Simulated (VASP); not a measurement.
**P4: relaxation of the atoms with PBE**

The system is P4, in a box.

```
CELL_PARAMETERS angstrom
12.00000 0.00000 0.00000
0.00000 12.50000 0.00000
0.00000 0.00000 13.00000
ATOMIC_POSITIONS crystal
P 0.56511 0.56251 0.56010
P 0.56511 0.43749 0.43990
P 0.43489 0.56251 0.43990
P 0.43489 0.43749 0.56010
```

* Program: VASP 6.6.1
* Task: relaxation of the atoms
* Functional: PBE
* Potentials or basis: VASP PAW PBE potentials, release 64 (P)
* Cutoff: 520 eV
* k mesh: 1 × 1 × 1
* Occupations: gaussian, width 0.02 eV
* Spin: no spin polarisation
* Further INCAR settings: ALGO = Normal; EDIFF = 1e-07; ISYM = 0; IBRION = 2; EDIFFG = -0.005; NSW = 90

```json
{
  "Energy gained by relaxing": "0.6 meV/atom",
  "Ionic steps": "3",
  "Gap between the frontier levels": "4.94 eV"
}
```

The path:
```csv
step,energy change (eV),largest force (eV/Å),pressure (GPa)
1,0.0000,0.2148,-0.03
2,-0.0002,0.2142,0.03
3,-0.0023,0.0013,0.00
```

Final structure:
```xyz
4
Lattice="12.0000 0.0000 0.0000 0.0000 12.5000 0.0000 0.0000 0.0000 13.0000" Properties=species:S:1:pos:R:3 pbc="T T T"
P     6.7783    7.0283    7.2783
P     6.7783    5.4717    5.7217
P     5.2217    7.0283    5.7217
P     5.2217    5.4717    7.2783
```

Levels at points of the mesh, in eV from the valence-band top:
```
           k point  band 8  band 9  band 10  band 11  band 12  band 13
(0.00, 0.00, 0.00)   -0.82    0.00     0.00     4.94     4.94     4.94
```

It took 4.2 min on 1 thread of Intel(R) Xeon(R) Platinum 8559C (Emerald Rapids), with other jobs on the host, peak memory 1.4 GiB.
